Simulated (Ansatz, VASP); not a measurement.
## MgO in VASP and in Ansatz

File INCAR:

```
SYSTEM = MgO
ALGO = Normal ; EDIFF = 1E-7
ENCUT = 520 ; GGA = PE
ISIF = 2 ; ISMEAR = 0
LASPH = .TRUE. ; LCHARG = .FALSE.
LREAL = .FALSE. ; LWAVE = .FALSE.
NBANDS = 11 ; NELM = 80
PREC = Accurate ; SIGMA = 0.05
```

File KPOINTS:

```
k-points
0
G
  10 10 10
  0 0 0
```

The input POSCAR:

```
MgO
1.0
    0.0000000000      2.1272186771      2.1272186771
    2.1272186771      0.0000000000      2.1272186771
    2.1272186771      2.1272186771      0.0000000000
Mg O
1 1
Direct
   -0.0133061842      0.0133061842      0.0266123684
    0.5202141888      0.4797858112      0.4595716224
```

Input for Ansatz:

```yaml
crystal:
  lattice:
    - [0.0, 2.1272186771, 2.1272186771]
    - [2.1272186771, 0.0, 2.1272186771]
    - [2.1272186771, 2.1272186771, 0.0]
  atoms:
    - { symbol: Mg, position: [-0.0133061842, 0.0133061842, 0.0266123684] }
    - { symbol: O, position: [0.5202141888, 0.4797858112, 0.4595716224] }
basis:
  ecutwfc: 520.0
kpoints:
  mp_grid: { grid: [10, 10, 10] }
hamiltonian:
  xc: pbe
  pseudopotentials: { kind: paw, azcp: { folder: soft_1 } }
scf:
  occupations: { method: gaussian, width: 0.05 }
output:
  forces: true
  stress: true
  eigenvalues: true
```

Change from the starting cell: mode 4 frozen in at -0.129 Å and mode 5 at -0.043 Å (largest displacements).

Alike in both runs: task single point; functional PBE; k mesh 10 × 10 × 10; occupations gaussian, width 0.05 eV; no spin polarisation.

```csv
,VASP,Ansatz
version,VASP 6.6.1,Ansatz 0.2.0
potentials or method,"VASP PAW PBE potentials, release 64 (Mg, O)","scalar-relativistic, plane waves, PAW"
plane-wave cutoff (eV),520,520
valence electrons in the cell,8,16
```

Ansatz gave:

```
gap on the k mesh at the Fermi level (eV)       : 4.45
least direct gap on the mesh (eV)               : 4.45
pressure (GPa)                                  : 4.6
largest component of the traceless stress (GPa) : 9.61
rms of the force components (eV/Å)              : 0.794
```

Question: Which values does VASP return?

Answer: gap on the k mesh at the Fermi level (eV): 4.43; least direct gap on the mesh (eV): 4.43; pressure (GPa): 3.9; largest component of the traceless stress (GPa): 9.76; rms of the force components (eV/Å): 0.804.

Atom by atom the forces differ by 0.010 eV/Å (rms over components). The two sets of potentials don't hold the same shells in valence.

Caveats: forces of over 1 eV/Å show positions far from the minimum, so gaps and moduli don't describe the material at rest.
